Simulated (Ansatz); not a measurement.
## KZnF3 under pressure: fit and missing row

KZnF3, Pm-3m, a = 4.128 Å. The structure is a Materials Project entry; whether it is the stable form wasn't checked. Ansatz: PBE, PAW, 420 eV, Γ-centred 6×6×6 mesh on 5 atoms, Gaussian smearing 0.02 eV; no spin polarisation. Cell and atoms are relaxed at each pressure, and no other structure is tried, so the rows at high pressure may lie past a change of phase.

| V (Å³/atom) | P (GPa) |
| --- | --- |
| ? | 60.00 |
| 11.027 | 30.00 |
| 12.091 | 15.05 |
| 12.822 | 8.03 |
| 13.535 | 2.94 |
| 14.064 | 0.00 |
| 14.751 | -2.98 |

Task: Take V0 = 14.064 Å³/atom, fit the third-order Birch–Murnaghan form to the other rows, and predict the missing volume.

Result: With the Eulerian strain f = ½[(V0/V)^(2/3) − 1] and y = P/[3f(1 + 2f)^(5/2)], the form is the line y = B0 + 1.5 B0 (B0′ − 4) f. Rows (f, y): 0.08804, 75.7; 0.05301, 73.6; 0.03179, 72.2; 0.01294, 71.0; -0.01565, 68.7. Means f = 0.03403, y = 72.240; Σ(Δf)² = 0.006195, ΣΔfΔy = 0.4148; the slope is their ratio. y = 69.96 + 66.95 f GPa, so B0 = 70.0 GPa and B0′ = 4 + 2 × (66.95)/(3 × 69.96) = 4.64. P = 60.00 GPa is met at f = 0.13758 (y = 79.17), so V = V0 (1 + 2f)^(−3/2) = 9.767 Å³/atom. The run gave 9.756 Å³/atom, so the fit is 0.011 Å³/atom too high, 0.22 % of the span of the series, against an rms of 0.002 Å³/atom on the fitted rows. The row lies outside the fitted range. A fourth-order term fitted to the same rows gives P = 59.50 GPa at this row's volume (the line 60.35, the run 60.00), no gain.

Cost: 7 runs of about 2.5 core-minutes in all, on Arm Neoverse N1 (shared hosts).